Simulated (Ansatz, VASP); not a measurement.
**One calculation of Ni, two programs**

INCAR

```
  PREC = Accurate
  ENCUT = 520
  EDIFF = 1E-7
  ISMEAR = 0
  SIGMA = 0.05
  LREAL = False
  LASPH = True
  NELM = 150
  ALGO = Normal
  ISIF = 2
  LWAVE = False
  LCHARG = False
  ISPIN = 2
  MAGMOM = 0.75
  LORBIT = 11
  LMAXMIX = 4
  GGA = PS
  NBANDS = 15
```

The input KPOINTS:

```
Automatic mesh
0
Gamma
  20 20 20
```

File POSCAR:

```
Ni
1.0
    0.0000000000      1.7196339475      1.7196339475
    1.7196339475      0.0000000000      1.7196339475
    1.7196339475      1.7196339475      0.0000000000
Ni
1
Direct
    0.0000000000      0.0000000000      0.0000000000
```

Input for Ansatz:

```yaml
crystal:
  lattice:
    - [0.0, 1.7196339475, 1.7196339475]
    - [1.7196339475, 0.0, 1.7196339475]
    - [1.7196339475, 1.7196339475, 0.0]
  atoms:
    - { symbol: Ni, position: [0.0, 0.0, 0.0], spin: 0.75 }
basis:
  ecutwfc: 420
  ecutrho_ratio: 4
kpoints:
  mp_grid: { grid: [20, 20, 20] }
hamiltonian:
  xc: pbesol
scf:
  occupations: { method: gaussian, width: 0.05 }
output:
  forces: true
  stress: true
  eigenvalues: true
  populations: true
magnetization:
  spin_polarized: true
```

Alike in both runs: task single point; functional PBEsol; k mesh 20 × 20 × 20; occupations gaussian, width 0.05 eV; collinear spin.

```csv
,VASP,Ansatz
version,VASP 6.6.1,Ansatz 0.2.0
potentials or method,"VASP PAW PBE potentials, release 64 (Ni)","scalar-relativistic, plane waves, PAW"
plane-wave cutoff (eV),520,420
valence electrons in the cell,10,18
```

Ansatz gave:

| Item | Value |
| --- | --- |
| pressure (GPa) | 5.0 |
| net moment per atom (μB) | 0.63 |
| size of the moment on the site where the two differ most (μB) | 0.67 |

**Question.** Which values does VASP return?

**Answer.** Pressure (GPa): 4.8; net moment per atom (μB): 0.62; size of the moment on the site where the two differ most (μB): 0.62.

Site moments also hang on the region over which each program counts them. The functional is the same, so the differences come from potentials, cutoffs and numerics. The two sets of potentials don't hold the same shells in valence.

Caveats: the PAW data sets were made with another functional, which shifts forces and pressure a little (VASP).
